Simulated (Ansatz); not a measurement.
# MoS2 monolayer (2H): from the cell to its phonons

How does MoS2 monolayer (2H) vibrate, and is this structure a minimum?

Calculated with Ansatz 0.2.0; DFT PBEsol, scalar-relativistic, plane waves, PAW; PAW set soft_1.

**1. Set-up**

The cell holds 3 atoms: 1 Mo and 2 S. Cell: a = 3.170 Å, b = 3.170 Å, c = 20.000 Å, α = 90.0°, β = 90.0°, γ = 120.0°. It derives from MoS2. Vacuum lies along c.

**2. Relaxation**

Harmonic phonons are second derivatives at a point where the forces vanish, and they are wanted at zero stress, so atoms and cell are relaxed first.

The program solves this slab on a cell height of its own, 30.0 Å, in place of the one typed.

File input.yaml:

```yaml
crystal:
  lattice:
    - [3.17, 0.0, 0.0]
    - [-1.585, 2.7453, 0.0]
    - [0.0, 0.0, 20.0]
  atoms:
    - { symbol: Mo, position: [0.333333, 0.666667, 0.5] }
    - { symbol: S, position: [0.666667, 0.333333, 0.5775] }
    - { symbol: S, position: [0.666667, 0.333333, 0.4225] }
  periodic: [true, true, false]
kpoints:
  mp_grid: { grid: [12, 12, 1] }
hamiltonian:
  xc: pbesol
  pseudopotentials: { kind: paw, azcp: { folder: soft_1 }, xc_functional: pbe }
scf:
  occupations: { method: gaussian, width: 0.02 }
output:
  forces: true
  stress: true
  eigenvalues: true
  write_density: true
  write_potential: true
  elf: true
  volumetric_format: npy
relax:
  adjacent_minimum: "off"
  f_tol: 0.005
  max_steps: 80
  cell: { stress_2d_tol: 0.02 }
```

Started as:

```sh
> ansatz run input.yaml --threads 8 --pin off --max-ram 16384MiB --backend cpu --events-out ev --progress --plain --runs-dir out
```

Numbers of over 12 decimals in the logs are rounded to 6 here.

Output:

```text
Warning: crystal.periodic: the lattice vector that does not repeat stood 0.000° off the slab's normal, 20.000 Å along it as the deck builds it. The run solves the slab on a vector along the normal, 30.000 Å long, with every atom where it was (on the deck's vector they left 16.90 Å outside them, and the widest stretch free of ions among them is 1.55 Å). A fractional position that the run reports is one of the run's ce [...]
Warning: the atoms were moved onto the symmetric positions of the space group found under crystal.symmetry.tolerance 1.0e-5 (fractional; no operation is sought that the atoms, as they stand in a round, miss by more than twice it, and no atom is moved by as much as it), and the run uses the moved positions. Before a round's move an operation carried an atom to 4.23e-6 Å from where it should land, the largest such dist [...]
crystal.periodic: the lattice vector that does not repeat stood 0.000° off the slab's normal, 20.000 Å along it as the deck builds it. The run solves the slab on a vector along the normal, 30.000 Å long, with every atom where it was (on the deck's vector they left 16.90 Å outside them, and the widest stretch free of ions among them is 1.55 Å). A fractional position that the run reports is one of the run's cell, which [...]
Engine: ansatz 0.2.0, aarch64-unknown-linux-gnu
Pseudopotentials: kind: paw
Pseudopotential: Mo, paw, valence charge 14, recommended cutoff 420 eV (normal), soft_1/Mo.paw.azcp
Pseudopotential: S, paw, valence charge 6, recommended cutoff 420 eV (normal), soft_1/S.paw.azcp
Functional definition: PBEsol
  exchange = pbesol_x
  correlation = pbesol_c
Crystal: 3 atoms, lattice volume = 261.078 Å³
Basis set: ecut = 420 eV, 5057 PW (Γ), exchange–correlation on 48×48×432 points (8 copies of the dense FFT grid, shifted against one another)
Bands: 17, of which v1, the nominal top of the filled ones, is band 13 counted from 1 (12 counted from 0)
Symmetry: 12 space group operations
Space group: P-6m2 (ITA 187), of the structure as read, at distance tolerance 6.4e-5 Å
k-points: 19 of 144 (time reversal used)
Non-local potential: Mo, projectors of the file, l = 0: 3, l = 1: 2, l = 2: 2, l = 3: 1
Non-local potential: S, projectors of the file, l = 0: 2, l = 1: 2, l = 2: 1
PAW form: soft (Blöchl's): semilocal exchange-correlation on the pseudo side does not see the compensation charge
PAW frozen core: Mo, regenerated for the run's functional, and the local potential with it (the file was generated under x = pbe(κ = 0.804, μ = 0.219515), c = pbe(β = 0.066725))
PAW frozen core: S, regenerated for the run's functional, and the local potential with it (the file was generated under x = pbe(κ = 0.804, μ = 0.219515), c = pbe(β = 0.066725))
PAW one-centre angular grid: Mo, 590 points (default); XC on 64 Gauss nodes
PAW one-centre angular grid: S, 110 points (default); XC on 64 Gauss nodes
Initial density: superposition of atomic densities (neutral atoms: chi_scale 0, normalization atom)
Initial wavefunctions: pseudopotential atomic-orbital guess
Functional: x = pbesol(κ = 0.804, μ = 0.123457), c = pbesol(β = 0.046)
SCF iter   1: F=—  HF=-6671.634193 eV  |F-HF|=—  |Δ(HF+E_count)|=         —  Δρ=3.96e-2  dr2=6.10e0  ethr=3.10e-3  ⟨swp⟩=18.7  Hψ=3799  notcnv=0
preconditioner: auto → none  [insulator: Δε(μ)=1.856 eV  Ē_g=8.953 eV  σ=0.020 eV  W_gap=1.00  n_scr=16 (ndim 8)  ℏωp=9.8 eV  f_vac=0.759  D(μ)=0.00/eV (n_scr^D=0)  ε∞_Penn≈2.2]
SCF iter   2: F=—  HF=-6672.853836 eV  |F-HF|=—  |Δ(HF+E_count)|=    1.22e0  Δρ=5.36e-2  dr2=2.09e1  ethr=3.10e-3  ⟨swp⟩=5.6  Hψ=1313  notcnv=0  recentre
SCF iter   3: F=—  HF=-6670.479502 eV  |F-HF|=—  |Δ(HF+E_count)|=    2.37e0  Δρ=2.00e-2  dr2=1.60e0  ethr=3.10e-3  ⟨swp⟩=5.5  Hψ=1166  notcnv=0
SCF iter   4: F=—  HF=-6670.173860 eV  |F-HF|=—  |Δ(HF+E_count)|=   3.06e-1  Δρ=5.25e-3  dr2=3.21e-2  ethr=3.10e-3  ⟨swp⟩=4.1  Hψ=920  notcnv=0
SCF iter   5: F=—  HF=-6670.167533 eV  |F-HF|=—  |Δ(HF+E_count)|=   6.33e-3  Δρ=1.26e-3  dr2=7.18e-3  ethr=1.24e-4  ⟨swp⟩=3.8  Hψ=862  notcnv=0
SCF iter   6: F=—  HF=-6670.166230 eV  |F-HF|=—  |Δ(HF+E_count)|=   1.30e-3  Δρ=1.16e-4  dr2=1.63e-5  ethr=2.76e-5  ⟨swp⟩=3.8  Hψ=779  notcnv=0
SCF iter   7: F=—  HF=-6670.166237 eV  |F-HF|=—  |Δ(HF+E_count)|=   6.90e-6  Δρ=2.74e-5  dr2=9.55e-7  ethr=6.25e-8  ⟨swp⟩=4.3  Hψ=903  notcnv=0
SCF iter   8: F=—  HF=-6670.166237 eV  |F-HF|=—  |Δ(HF+E_count)|=   4.58e-9  Δρ=8.02e-6  dr2=1.13e-7  ethr=3.85e-10  ⟨swp⟩=21.7  Hψ=4177  notcnv=0
SCF iter   9: F=-6670.166237 eV  HF=-6670.166237 eV  |F-HF|=5.18e-10  |Δ(HF+E_count)|=   1.33e-8  Δρ=9.16e-7  dr2=1.79e-9  ethr=3.85e-10  ⟨swp⟩=13.4  Hψ=2738  notcnv=0
SCF 1 converged in 9 iterations: F = -6670.166237 eV  dr2 = 1.79e-9
  greatest PAW one-centre occupation: 0.999 electrons in one spin orbital (limit 2), on the Mo atom at site 0 (counted from 0), in its partial waves of l = 0
relax step   1: F+E_penalty+E_count = -6670.16623727 eV  Δ(F+E_penalty+E_count) = +0.000e0 eV  max|allowed force component| = 3.176e-2 eV/Å  Δτ_max = 0.0000 Å  P = -1.635 N/m  Ω = 261.078 Å³  fix = [c, alpha, beta]  reactions: c -0.000 N/m  (9 SCF iters, dr2 threshold 1.00e-7 eV, accepted)
Crystal: 3 atoms, lattice volume = 254.526 Å³
Basis set: ecut = 420 eV, 4925 PW (Γ), exchange–correlation on 48×48×432 points (8 copies of the dense FFT grid, shifted against one another)
Initial density: handed on by an earlier stage of this run
Initial wavefunctions: those handed on with the density
iter 1 solved again at ethr=1.40e-5 eV; its pass at ethr=3.10e-3 eV (dr2=3.65e-3 eV) is discarded
SCF iter   1: F=—  HF=-6670.173764 eV  |F-HF|=—  |Δ(HF+E_count)|=         —  Δρ=9.52e-4  dr2=4.26e-3  ethr=1.40e-5  ⟨swp⟩=4.4  Hψ=3765  notcnv=0
preconditioner: auto → none  [insulator: Δε(μ)=1.865 eV  Ē_g=8.217 eV  σ=0.020 eV  W_gap=1.00  n_scr=16 (ndim 8)  ℏωp=9.9 eV  f_vac=0.765  D(μ)=0.00/eV (n_scr^D=0)  ε∞_Penn≈2.4]
SCF iter   2: F=—  HF=-6670.173538 eV  |F-HF|=—  |Δ(HF+E_count)|=   2.26e-4  Δρ=8.65e-4  dr2=6.51e-3  ethr=1.40e-5  ⟨swp⟩=3.9  Hψ=780  notcnv=0
SCF iter   3: F=—  HF=-6670.172934 eV  |F-HF|=—  |Δ(HF+E_count)|=   6.04e-4  Δρ=5.72e-4  dr2=2.17e-3  ethr=1.40e-5  ⟨swp⟩=3.5  Hψ=712  notcnv=0
SCF iter   4: F=—  HF=-6670.172652 eV  |F-HF|=—  |Δ(HF+E_count)|=   2.82e-4  Δρ=2.74e-4  dr2=3.48e-4  ethr=8.36e-6  ⟨swp⟩=1.5  Hψ=360  notcnv=0
SCF iter   5: F=—  HF=-6670.172636 eV  |F-HF|=—  |Δ(HF+E_count)|=   1.60e-5  Δρ=5.90e-5  dr2=2.08e-5  ethr=1.34e-6  ⟨swp⟩=3.2  Hψ=585  notcnv=0
SCF iter   6: F=—  HF=-6670.172628 eV  |F-HF|=—  |Δ(HF+E_count)|=   7.51e-6  Δρ=3.80e-5  dr2=8.10e-6  ethr=8.00e-8  ⟨swp⟩=3.0  Hψ=596  notcnv=0
SCF iter   7: F=—  HF=-6670.172627 eV  |F-HF|=—  |Δ(HF+E_count)|=   1.01e-6  Δρ=1.07e-5  dr2=7.57e-7  ethr=3.11e-8  ⟨swp⟩=2.8  Hψ=591  notcnv=0
SCF iter   8: F=-6670.172627 eV  HF=-6670.172627 eV  |F-HF|=2.68e-8  |Δ(HF+E_count)|=   1.26e-7  Δρ=5.94e-6  dr2=4.31e-8  ethr=1.15e-9  ⟨swp⟩=20.1  Hψ=3887  notcnv=0
SCF 2 converged in 8 iterations: F = -6670.172627 eV  dr2 = 4.31e-8
relax step   2: F+E_penalty+E_count = -6670.17262697 eV  Δ(F+E_penalty+E_count) = -6.390e-3 eV  max|allowed force component| = 1.264e-1 eV/Å  Δτ_max = 0.0186 Å  P = +0.337 N/m  Ω = 254.526 Å³  energy of the carried Pulay correction = +2.554e-4 eV  fix = [c, alpha, beta]  reactions: c +0.000 N/m  (8 SCF iters, dr2 threshold 3.00e-7 eV, accepted)
Crystal: 3 atoms, lattice volume = 256.227 Å³
Basis set: ecut = 420 eV, 4961 PW (Γ), exchange–correlation on 48×48×432 points (8 copies of the dense FFT grid, shifted against one another)
iter 1 solved again at ethr=1.75e-6 eV; its pass at ethr=3.10e-3 eV (dr2=4.56e-4 eV) is discarded
SCF iter   1: F=—  HF=-6670.174561 eV  |F-HF|=—  |Δ(HF+E_count)|=         —  Δρ=4.55e-4  dr2=4.99e-4  ethr=1.75e-6  ⟨swp⟩=4.7  Hψ=3505  notcnv=0
preconditioner: auto → none  [insulator: Δε(μ)=1.800 eV  Ē_g=8.215 eV  σ=0.020 eV  W_gap=1.00  n_scr=16 (ndim 8)  ℏωp=9.8 eV  f_vac=0.767  D(μ)=0.00/eV (n_scr^D=0)  ε∞_Penn≈2.4]
SCF iter   2: F=—  HF=-6670.174444 eV  |F-HF|=—  |Δ(HF+E_count)|=   1.16e-4  Δρ=2.32e-4  dr2=1.87e-4  ethr=1.75e-6  ⟨swp⟩=3.2  Hψ=622  notcnv=0
SCF iter   3: F=—  HF=-6670.174470 eV  |F-HF|=—  |Δ(HF+E_count)|=   2.52e-5  Δρ=2.49e-4  dr2=4.45e-4  ethr=7.20e-7  ⟨swp⟩=3.8  Hψ=764  notcnv=0
SCF iter   4: F=—  HF=-6670.174410 eV  |F-HF|=—  |Δ(HF+E_count)|=   6.00e-5  Δρ=6.04e-5  dr2=1.28e-5  ethr=7.20e-7  ⟨swp⟩=2.5  Hψ=492  notcnv=0
SCF iter   5: F=—  HF=-6670.174408 eV  |F-HF|=—  |Δ(HF+E_count)|=   1.19e-6  Δρ=1.37e-5  dr2=3.15e-7  ethr=1.15e-9  ⟨swp⟩=19.4  Hψ=4491  notcnv=0
SCF iter   6: F=-6670.174408 eV  HF=-6670.174408 eV  |F-HF|=2.66e-8  |Δ(HF+E_count)|=   1.43e-8  Δρ=2.73e-6  dr2=3.25e-8  ethr=1.15e-9  ⟨swp⟩=14.5  Hψ=2989  notcnv=0
SCF 3 converged in 6 iterations: F = -6670.174408 eV  dr2 = 3.25e-8
relax step   3: F+E_penalty+E_count = -6670.17440841 eV  Δ(F+E_penalty+E_count) = -1.781e-3 eV  max|allowed force component| = 3.257e-2 eV/Å  Δτ_max = 0.0118 Å  P = +0.078 N/m  Ω = 256.227 Å³  energy of the carried Pulay correction = +1.884e-4 eV  fix = [c, alpha, beta]  reactions: c +0.000 N/m  (6 SCF iters, dr2 threshold 3.00e-7 eV, accepted)
[...]
relax step   4: F+E_penalty+E_count = -6670.17446200 eV  Δ(F+E_penalty+E_count) = -5.359e-5 eV  max|allowed force component| = 6.866e-5 eV/Å  Δτ_max = 0.0016 Å  P = +0.001 N/m  Ω = 256.258 Å³  energy of the carried Pulay correction = +1.872e-4 eV  fix = [c, alpha, beta]  reactions: c +0.000 N/m  (5 SCF iters, dr2 threshold 6.63e-8 eV, accepted)
Initial wavefunctions: pseudopotential atomic-orbital guess (no wavefunctions were taken with the density)
iter 1 solved again at ethr=4.53e-7 eV; its pass at ethr=3.10e-3 eV (dr2=1.18e-4 eV) is discarded
SCF iter   1: F=—  HF=-6670.174282 eV  |F-HF|=—  |Δ(HF+E_count)|=         —  Δρ=1.01e-5  dr2=5.48e-8  ethr=4.53e-7  ⟨swp⟩=6.4  Hψ=5367  notcnv=0
eigensolver tolerance schedule: the retry pair's looser diagonalisation over-reported the residual by 2147.27 of it (diagonalisation noise at 0.46 of the residual, at the tolerance the schedule requests for it); recorded, not acted on — ethr = c·dr2/N_el stays at c = 1.0e-1
preconditioner: auto → none  [insulator: Δε(μ)=1.806 eV  Ē_g=8.212 eV  σ=0.020 eV  W_gap=1.00  n_scr=16 (ndim 8)  ℏωp=9.8 eV  f_vac=0.767  D(μ)=0.00/eV (n_scr^D=0)  ε∞_Penn≈2.4]
SCF iter   2: F=—  HF=-6670.174277 eV  |F-HF|=—  |Δ(HF+E_count)|=   5.10e-6  Δρ=5.56e-6  dr2=9.28e-8  ethr=2.11e-10  ⟨swp⟩=5.7  Hψ=1151  notcnv=0
SCF iter   3: F=—  HF=-6670.174277 eV  |F-HF|=—  |Δ(HF+E_count)|=   5.96e-9  Δρ=4.66e-6  dr2=7.22e-8  ethr=2.11e-10  ⟨swp⟩=3.4  Hψ=621  notcnv=0
SCF iter   4: F=—  HF=-6670.174277 eV  |F-HF|=—  |Δ(HF+E_count)|=   2.34e-9  Δρ=2.20e-6  dr2=7.90e-9  ethr=2.11e-10  ⟨swp⟩=1.8  Hψ=350  notcnv=0
SCF iter   5: F=—  HF=-6670.174277 eV  |F-HF|=—  |Δ(HF+E_count)|=   3.25e-9  Δρ=5.99e-7  dr2=7.93e-10  ethr=3.04e-11  ⟨swp⟩=3.2  Hψ=592  notcnv=0
SCF iter   6: F=—  HF=-6670.174277 eV  |F-HF|=—  |Δ(HF+E_count)|=  1.37e-10  Δρ=1.36e-7  dr2=9.76e-11  ethr=3.05e-12  ⟨swp⟩=3.1  Hψ=686  notcnv=0
SCF iter   7: F=—  HF=-6670.174277 eV  |F-HF|=—  |Δ(HF+E_count)|=  1.55e-11  Δρ=3.18e-8  dr2=3.99e-12  ethr=1.00e-12  ⟨swp⟩=11.3  Hψ=2700  notcnv=0
SCF iter   8: F=-6670.174277 eV  HF=-6670.174277 eV  |F-HF|=1.18e-11  |Δ(HF+E_count)|=  6.37e-12  Δρ=8.81e-9  dr2=2.57e-13  ethr=1.00e-12  ⟨swp⟩=7.9  Hψ=1694  notcnv=0
SCF 5 converged in 8 iterations: F = -6670.174277 eV  dr2 = 2.57e-13
relax step   5: F+E_penalty+E_count = -6670.17427676 eV  Δ(F+E_penalty+E_count) = +1.852e-4 eV  max|allowed force component| = 3.282e-5 eV/Å  Δτ_max = 0.0000 Å  P = +0.000 N/m  Ω = 256.258 Å³  fix = [c, alpha, beta]  reactions: c +0.000 N/m  stress off target by 7.69e-5 N/m on what of the cell is left free  SCF on the basis re-selected at this cell (its energy is not comparable with the rows above)  (8 SCF iters)
basis re-selected at this cell: Δ(F+E_penalty+E_count) = +1.852e-4 eV, ΔP = -0.001 N/m vs the last step (what re-selecting the basis moved, of the pressure what is left beyond the Pulay correction that the steps carried, after the strain that the cell walked since its last selection, with what the two solves' SCF thresholds leave and, on support functions, any second-order correction that the steps lacked; it is no m [...]
SCF converged after 8 iterations
Free energy (F): -6670.174277 eV
Harris-Foulkes:  -6670.174277 eV  (|F-HF|=1.18e-11)
Internal energy: -6670.174277 eV  (E = F + TS)
E sigma→0 (E₀):  -6670.174277 eV
Fermi energy:    -5.065393 eV
--- Per-component energies (eV) ---
  E_band       = -576.720158
  E_kinetic    = 634.928675
  E_local      = -45286.619614  (includes V_loc(G=0)·N_el)
  E_nonlocal   = 219.087810
  E_hartree    = 22210.506579
  E_xc         = -351.935286
  E_vxc        = -385.283882  (∫ρ·V_xc dr)
  E_paw        = -4338.633642  (= ΣΔE_a)
  E_vpaw       = -179.846317  (= ΣTr[D̂ρ^β])
  E_aug_tail   = 0.000040  (compensation charges beyond the density's cutoff)
  E_ewald      = 20242.157962
  E_core_change = 0.333199  (= ΣΔE_core)
  E_smearing   = -0.000000  (= −TS)
  E_closure    = -0.000000  (closes the sum)
  Σ components = -6670.174277   (vs F -6670.174277, Δ=0.00e0)
--- Forces (eV/Å), atoms counted from 1 ---
  atom   1  Mo     0.00000000     0.00000000     0.00000000
  atom   2  S      0.00000000    -0.00000000     0.00003282
  atom   3  S      0.00000000    -0.00000000    -0.00003282
  max |Σ_I F_I| component: 1.41e-16 eV/Å
--- 2D stress c σ (N/m, compression-positive) ---
        0.000077       0.000000      -0.000000
        0.000000       0.000077       0.000000
       -0.000000       0.000000       0.000000
  P = ½ c Tr σ = 0.0001 N/m
--- Band table (eV; the first three rows and the last of 19) ---
  k-point 0: bands = [... 9 lower, -7.8155, -7.4266, -7.4266, -6.0406, -3.0716, -3.0716, -2.7952, -2.7952]
  k-point 1: bands = [... 9 lower, -8.2923, -7.5995, -7.1148, -6.0836, -3.2190, -3.1071, -2.9207, -2.8820]
  k-point 2: bands = [... 9 lower, -8.1506, -8.0049, -7.0302, -6.3012, -3.6041, -3.2856, -3.2095, -2.4509]
  k-point 18: bands = [... 9 lower, -9.5309, -8.9136, -8.1442, -5.9686, -4.1622, -2.9125, -2.2536, -0.8395]
--- Relaxed structure (4 steps of the walk, 4 accepted, 1 SCFs on fresh bases) ---
  F+E_penalty+E_count = -6670.17427676 eV   max|allowed force component| = 3.282e-5 eV/Å   (the final SCF, on the basis selected at the relaxed cell)
  cell:  # Å, volume = 256.2580 Å³
    - [3.140601, 0.0, 0]
    - [-1.570301, 2.719840, 0]
    - [0, 0, 30.0]
  atoms:
    - { symbol: Mo, position: [0.333333, 0.666667, 0.333333] }
    - { symbol: S, position: [0.666667, 0.333333, 0.385281] }
    - { symbol: S, position: [0.666667, 0.333333, 0.281386] }
```

Elapsed: 16 s, on 8 threads of Arm Neoverse N1, shared host; peak memory 0.65 GiB.

Step by step:

| step | energy less that of the first step (eV) | largest force component (eV/Å) | volume (Å³) |
| --- | --- | --- | --- |
| 1 | 0.0000 | 0.0318 | 261.08 |
| 2 | -0.0064 | 0.1264 | 254.53 |
| 3 | -0.0082 | 0.0326 | 256.23 |
| 4 | -0.0082 | 0.0001 | 256.26 |
| 5* | -0.0080 | 0.0000 | 256.26 |

Relaxation steps marked * repeat the geometry before them on a plane-wave basis chosen anew for their cell, so energy and pressure can jump there.

Forces are held to the 12 operations that the run works with; a distortion that breaks them can't arise in this run.

| cell as run | before | after | change |
| --- | --- | --- | --- |
| a (Å) | 3.170 | 3.141 | -0.9 % |
| b (Å) | 3.170 | 3.141 | -0.9 % |

The relaxed structure:

```xyz
3
Lattice="3.1406 0.0000 0.0000 -1.5703 2.7198 0.0000 0.0000 0.0000 30.0000" Properties=species:S:1:pos:R:3
Mo    0.0000    1.8132   10.0000
S     1.5703    0.9066   11.5584
S     1.5703    0.9066    8.4416
```

Numbers from this step:

* gap on the k-mesh: 1.806 eV
* direct gap on mesh: 1.806 eV
* area per atom: 2.847 Å²

Valence density in the ac plane at fractional y = 0.333, with atoms of S within 0.2 Å of it. It is the smooth field of the valence electrons, not physical close to the nuclei.

Ten even steps from '_' (0.0 e/Å³) to '@' (1.0 e/Å³), each cell a mean:
```
________________________________
________________________________
________________________________
________________________________
________________________________
________________________________
________________________________
________________________________
________________________________
________________________________
________________________________
________________________________
________________________________
________________............____
--::......::==##@@@@####%%@@%%++
====++++++====++++********++++==
==============**####****####**++
::........::==**%%%%####%%%%##++
________________________________
________________________________
________________________________
________________________________
________________________________
________________________________
```
Columns run along a (3.1 Å), rows up along c (30.0 Å). Atoms in or near the plane, at fractional coordinates: S at (0.67, 0.39), S at (0.67, 0.28).

ELF in the ac plane at fractional y = 0.333, with atoms of S within 0.2 Å of it. It is the smooth field of the valence electrons, not physical close to the nuclei.

Values, 24 rows by 16 columns, each cell a mean:
```
0.00 0.00 0.00 0.00 0.00 0.00 0.00 0.00 0.00 0.00 0.00 0.00 0.00 0.00 0.00 0.00
0.00 0.00 0.00 0.00 0.00 0.00 0.00 0.00 0.00 0.00 0.00 0.00 0.00 0.00 0.00 0.00
0.00 0.00 0.00 0.00 0.00 0.00 0.00 0.00 0.00 0.00 0.00 0.00 0.00 0.00 0.00 0.00
0.00 0.00 0.00 0.00 0.00 0.00 0.00 0.00 0.00 0.00 0.00 0.00 0.00 0.00 0.00 0.00
0.00 0.00 0.00 0.00 0.00 0.00 0.00 0.00 0.00 0.00 0.00 0.00 0.00 0.00 0.00 0.00
0.00 0.00 0.00 0.00 0.00 0.00 0.00 0.00 0.00 0.00 0.00 0.00 0.00 0.00 0.00 0.00
0.00 0.00 0.00 0.00 0.00 0.00 0.00 0.00 0.00 0.00 0.00 0.00 0.00 0.00 0.00 0.00
0.00 0.00 0.00 0.00 0.00 0.00 0.00 0.00 0.00 0.00 0.00 0.00 0.00 0.00 0.00 0.00
0.00 0.00 0.00 0.00 0.00 0.00 0.00 0.00 0.00 0.00 0.00 0.00 0.00 0.00 0.00 0.00
0.00 0.00 0.00 0.00 0.00 0.00 0.00 0.00 0.00 0.00 0.00 0.00 0.00 0.00 0.00 0.00
0.00 0.00 0.00 0.00 0.00 0.00 0.00 0.00 0.00 0.00 0.00 0.00 0.00 0.00 0.00 0.00
0.00 0.00 0.00 0.00 0.00 0.00 0.00 0.00 0.00 0.00 0.00 0.00 0.00 0.00 0.00 0.00
0.01 0.00 0.00 0.00 0.00 0.01 0.02 0.04 0.07 0.10 0.12 0.12 0.11 0.08 0.05 0.02
0.25 0.08 0.02 0.02 0.05 0.19 0.40 0.58 0.70 0.76 0.79 0.80 0.78 0.73 0.63 0.47
0.68 0.39 0.17 0.14 0.30 0.59 0.79 0.84 0.75 0.53 0.38 0.36 0.45 0.69 0.83 0.82
0.32 0.26 0.24 0.24 0.26 0.30 0.38 0.46 0.50 0.49 0.46 0.45 0.48 0.51 0.48 0.40
0.39 0.27 0.21 0.20 0.25 0.35 0.47 0.56 0.59 0.53 0.45 0.44 0.50 0.58 0.58 0.51
0.65 0.35 0.14 0.11 0.26 0.56 0.77 0.84 0.78 0.61 0.51 0.50 0.56 0.73 0.84 0.81
0.17 0.05 0.02 0.01 0.03 0.12 0.30 0.47 0.59 0.66 0.70 0.70 0.68 0.62 0.51 0.36
0.00 0.00 0.00 0.00 0.00 0.00 0.01 0.02 0.04 0.05 0.06 0.07 0.06 0.04 0.02 0.01
0.00 0.00 0.00 0.00 0.00 0.00 0.00 0.00 0.00 0.00 0.00 0.00 0.00 0.00 0.00 0.00
0.00 0.00 0.00 0.00 0.00 0.00 0.00 0.00 0.00 0.00 0.00 0.00 0.00 0.00 0.00 0.00
0.00 0.00 0.00 0.00 0.00 0.00 0.00 0.00 0.00 0.00 0.00 0.00 0.00 0.00 0.00 0.00
0.00 0.00 0.00 0.00 0.00 0.00 0.00 0.00 0.00 0.00 0.00 0.00 0.00 0.00 0.00 0.00
```
Columns run along a (3.1 Å), rows up along c (30.0 Å). Atoms in or near the plane, at fractional coordinates: S at (0.67, 0.39), S at (0.67, 0.28).

(Continued in part 2 of 3.)

[Logs are printed without paths, hosts, clocks, repeated set-up lines and the standing remarks that a program may print on its own settings, such as how far it seeks lower states.]

[Hosts, paths, dates, database ids (printed as entryN), source tags and the programs' standing remarks are cut or masked in the printed files.]
